Kohn-Sham DFT calculations with GPAW, ABINIT and Ansatz for hexagonal ruthenium (P6_3/mmc, 2 atoms per cell, 13.57 Å³/atom), all at the same fixed geometry with a static lattice. Pressure is positive in compression; the values for the hybrids leave out the Pulay correction of the stress.

| method | rung | program | potentials | basis | spin | spin orbit | k mesh | smearing | pressure (GPa) |
| --- | --- | --- | --- | --- | --- | --- | --- | --- | --- |
| LDA | LDA | GPAW | GPAW PAW data sets (gpaw data 1.2.1), other valence | 500 eV | none | no | 9x9x5 2-atom cell | Fermi Dirac 0.01eV | -2.710 |
| PBE | GGA | Ansatz LAPW | all electron LAPW, scalar relativistic | 0.001 eV/atom basis error | none | no | 11x11x6 2-atom cell | gaussian 0.027eV | 4.450 |
| PBEsol | GGA | ABINIT | JTH PAW PBE v2.0 | 408 eV | none | no | 4x4x2 2-atom cell | Fermi Dirac 0.05eV | -9.770 |
| r2SCAN | meta-GGA | ABINIT | JTH PAW PBE v2.0 | 490 eV | none | no | 7x7x4 2-atom cell | Fermi Dirac 0.05eV | -0.100 |
| r2SCAN-D3(BJ)+ATM | meta-GGA | Ansatz LAPW | all electron PAW datasets made for the crystal | 280 eV | collinear afm | no | 11x11x6 2-atom cell | gaussian 0.15eV | -3.670 |
| HSE06 | hybrid | Ansatz | Ansatz PAW | 420 eV | none | yes | 5x5x3 2-atom cell | Fermi Dirac 0.05eV | -10.370 |
| PBE0 | hybrid | Ansatz | Ansatz PAW | 420 eV | none | yes | 5x5x3 2-atom cell | Fermi Dirac 0.05eV | -10.370 |
| PBE0 | hybrid | Ansatz | Ansatz PAW | 420 eV | none | no | 6x6x3 2-atom cell | Fermi Dirac 0.05eV | -8.680 |
| PBEsol0 | hybrid | Ansatz | Ansatz PAW | 420 eV | none | no | 6x6x3 2-atom cell | Fermi Dirac 0.05eV | -16.120 |
| r2SCAN0 | hybrid | Ansatz | Ansatz PAW | 500 eV | none | no | 6x6x3 2-atom cell | Fermi Dirac 0.05eV | -12.800 |
| r2SCAN50 | hybrid | Ansatz | Ansatz PAW | 500 eV | none | no | 6x6x3 2-atom cell | Fermi Dirac 0.05eV | -24.420 |
| r2SCANh | hybrid | Ansatz | Ansatz PAW | 500 eV | none | no | 6x6x3 2-atom cell | Fermi Dirac 0.05eV | -6.110 |

In this ruthenium cell, ten percentage points of exact exchange are worth 4 to 5 GPa, and the choice between two gradient corrections is worth about twice that. A positive pressure means that the crystal would expand if released, a negative one that it would shrink. With a bulk modulus of roughly 300 GPa (a rough, recalled value), 4.5 GPa corresponds to about 1.5% in volume, or 0.5% in each lattice length. Against this scale, PBEsol and LDA stand out: their pressures are in the wrong order, and the cause lies more probably in how the two runs were set up than in the functionals.

The simple pattern is clearest in r2SCANh, r2SCAN0 and r2SCAN50, which replace 10, 25 and 50% of the semi-local exchange by exact exchange and share all other settings. Semi-local exchange is computed from the density and its variation around each point, exact exchange from the orbitals themselves. From the first run to the second the pressure falls by 4.5 GPa per ten points, and from the second to the third by 4.6 GPa. Five times as much exact exchange leaves the price of each further portion almost unchanged.

The reason is the way in which a hybrid is built. Let $a$ be the fraction of exact exchange. If the orbitals stayed the same, the energy would be

$$E(a)=E(0)+a\,\left(E_x^{\rm exact}-E_x^{\rm semi}\right),$$

where the two terms in the bracket are the exact and the semi-local exchange energies. The pressure is $P=-dE/dV$, with $V$ the volume, so it also changes in proportion to $a$. Only the response of the orbitals can bend the line, and the nearly equal slopes show that this response hardly alters the pressure change per portion.

The sign needs a physical cause, and one pair of rows narrows the search. PBE0 uses exact exchange at all distances between electrons, HSE06 only at short ones. With spin-orbit coupling and the same mesh, both give −10.37 GPa, although the highest occupied level at the centre of the Brillouin zone lies 0.31 eV deeper below the Fermi energy in PBE0. On this mesh the pressure therefore responds to short-range exchange, and a shift of levels is no gauge of it. In the formula above, a falling pressure means that exact exchange gains on semi-local exchange as the cell shrinks. Why it does so in ruthenium isn't settled by these runs.

A smooth series isn't necessarily an accurate one. In a metal the Fermi level cuts through bands, and a coarse mesh of electron wavevectors samples that cut at few points. In the three r2SCAN hybrids the electronic entropy is already small at 10% exact exchange and practically zero at 50%, which means that hardly any sampled state lies near the Fermi level. The mesh is the same in all three, so the fall comes from exact exchange, which pushes occupied and empty levels apart, a known weakness in metals: at the zone centre the interval between them grows from 3.2 to 5.1 eV along the series. The same states may then stay filled from run to run, and the mesh error can change smoothly along with the pressure. These runs also exclude magnetism, which hybrids with much exact exchange tend to exaggerate in metals, so the r2SCAN50 value belongs to a non-magnetic state that may not be the lowest.

The pattern becomes a test when each parent functional is compared with its hybrid at 25% exact exchange. Without spin-orbit coupling, the pressure drops by 13.1 GPa from PBE to PBE0 and by 12.7 GPa from r2SCAN to r2SCAN0. From PBEsol to PBEsol0 it drops by only 6.4 GPa, about half as much. These comparisons cross programs and meshes, so a difference of a gigapascal or two would mean little, but a factor of two calls for an explanation. Only part of it is expected: PBEsol exchange already gives a lower pressure than PBE exchange, so replacing a quarter of it should lower the pressure somewhat less.

The pressure at which PBEsol should lie can be estimated from three other rows. PBE and PBEsol differ mainly in how strongly exchange rewards an uneven density. Pulling atoms apart makes the density more uneven, so the stronger reward in PBE pushes the crystal outwards. PBE0 and PBEsol0 inherit this difference, reduced to three quarters because a quarter of the exchange is now exact and common to both. They were run with the same settings, so much of their mesh and basis error should cancel in the difference, which is 7.44 GPa.

If the whole difference comes from exchange, the gap between the parents follows by undoing the reduction:

$$P_{\rm PBE}-P_{\rm PBEsol}\approx\frac{7.44}{0.75}=9.92\ \text{GPa}.$$

The PBE run is all-electron and has one of the two densest meshes, which makes it a good anchor. Its 4.45 GPa less 9.92 GPa puts PBEsol at about −5.5 GPa. Neither the PBEsol row nor the LDA row entered this estimate, so both can be held against it.

Both rows fail, in opposite directions. The PBEsol row lies 4.3 GPa below the estimate. The LDA row lies 2.8 GPa above it, although LDA normally binds solids more tightly than PBEsol and should give the lower pressure. The table thus reverses the usual order by 7.1 GPa. The 2.8 GPa is only a floor: LDA is expected several gigapascals below PBEsol, not level with it, so its break is probably the larger of the two.

Both sizes depend on the assumption about exchange. PBEsol also weakens the gradient term in correlation, and that change acts against the one in exchange. The hybrids keep their correlation whole, so the true gap between the parents should be somewhat larger than the estimate. PBEsol would then belong at a lower pressure, which makes its own break smaller and that of LDA larger.

For PBEsol the first suspect is the mesh, 4x4x2, the coarsest in the table. The stress tensor hints that meshes matter here: the in-plane and axial stresses differ by at most 1.3 GPa in the runs with nine or more in-plane divisions, and by at least 3.5 GPa in those with fewer. This is only a hint, since the dense runs also differ in program, data sets and smearing. Nor does it measure the error in pressure: r2SCAN on 7x7x4 has nearly the same stress difference as PBEsol on 4x4x2, without a comparable break. The plane-wave cutoff of 408 eV is a second suspect. At a fixed cutoff, compression leaves fewer plane waves to describe the electrons, but the stress formula takes their number as constant and so makes the pressure too negative, which is the direction of the break. The Ansatz runs, with other data sets, report corrections of this kind of about 0.1 GPa or less, so the cutoff is the weaker suspect. A third is the data sets, which were made for PBE.

For LDA the mesh is a weaker suspect, since 9x9x5 gives a nearly isotropic stress. What sets this run apart is its treatment of the atom: it lets eight electrons per ruthenium respond and freezes the 4s and 4p shells, which the other runs treat explicitly. These shells are compact, but they share space with the 4d electrons and are expected to respond when those change, so freezing them can shift the pressure. That makes the frozen shells the leading suspect. Whether they can account for the whole break, only a run with the larger valence would settle.

The same care applies to a smaller step that looks like physics. PBE0 with spin-orbit coupling lies 1.7 GPa below PBE0 without it, but the mesh changes as well, from 6x6x3 to 5x5x3. The difference between in-plane and axial stress changes sign between the two runs, from 7.2 to −3.5 GPa. HSE06 on the 5x5x3 mesh, also with spin-orbit coupling, repeats the negative value almost exactly. The step therefore can't be credited to spin-orbit coupling alone.

Changes of program and settings add shifts of their own. Carried back to zero exact exchange, the line through r2SCANh and r2SCAN0 ends at −1.65 GPa, which is 1.55 GPa below the r2SCAN row from ABINIT. The two r2SCAN runs differ by 3.6 GPa, nearly the price of ten points of exact exchange. The added dispersion attraction is expected to lower the pressure by a few gigapascals in so dense a metal and may account for much of that, with program, data sets, mesh and smearing making up the rest. Two labels of the dispersion-corrected row mislead: the run started antiferromagnetic but lost its moments and ended non-magnetic, and it used PAW data sets, not LAPW. Differences between hybrids with common settings are therefore more trustworthy than the distance from any hybrid to a parent computed elsewhere. The printed analysis below gives these differences and the stress anisotropy of each run.

Two calculations would decide the matter. PBEsol on an 11x11x6 mesh with a higher cutoff should rise towards −5.5 GPa, and LDA with the 4s and 4p shells released should fall several gigapascals below it. If PBEsol stays near −10 GPa, the fault lies in its data sets or in the estimate, and the mesh is cleared.

Numerical output:

```
Pressure and stress anisotropy:
                row  pressure_GPa  mesh_in_plane  in_plane_less_axial_GPa
                LDA         -2.71              9                     -1.3
                PBE          4.45             11                     0.26
             PBEsol         -9.77              4                     7.09
             r2SCAN          -0.1              7                     6.97
  r2SCAN-D3(BJ)+ATM         -3.67             11                     0.95
              HSE06        -10.37              5                    -3.53
               PBE0        -10.37              5                    -3.52
               PBE0         -8.68              6                     7.22
            PBEsol0        -16.12              6                     7.59
            r2SCAN0         -12.8              6                     7.93
           r2SCAN50        -24.42              6                    10.46
            r2SCANh         -6.11              6                     8.25
Pressure change per 10 points of exact exchange, r2SCANh to r2SCAN0 (GPa): -4.46
Pressure change per 10 points of exact exchange, r2SCAN0 to r2SCAN50 (GPa): -4.648
Pressure change over the first 10 points, r2SCAN to r2SCANh, programs differ (GPa): -6.01
PBE0 without spin-orbit less PBE (GPa): -13.13
r2SCAN0 less r2SCAN (GPa): -12.7
PBEsol0 less PBEsol (GPa): -6.35
PBEsol drop as a share of the PBE drop: 0.4836
PBE0 less PBEsol0, matched runs (GPa): 7.44
Estimated PBE less PBEsol (GPa): 9.92
Estimated PBEsol pressure (GPa): -5.47
PBEsol row less estimate (GPa): -4.3
LDA row less estimated PBEsol (GPa): 2.76
LDA row less PBEsol row (GPa): 7.06
PBE row less LDA row (GPa): 7.16
r2SCAN less r2SCAN-D3, programs differ (GPa): 3.57
PBE0 with spin-orbit less PBE0 without, meshes differ (GPa): -1.69
HSE06 less PBE0, both with spin-orbit (GPa): 0
Highest occupied Gamma level, PBE0 deeper than HSE06 by (eV): 0.312
Largest anisotropy on meshes of 9 or more in-plane divisions (GPa): 1.3
Smallest anisotropy on coarser meshes (GPa): 3.52
```
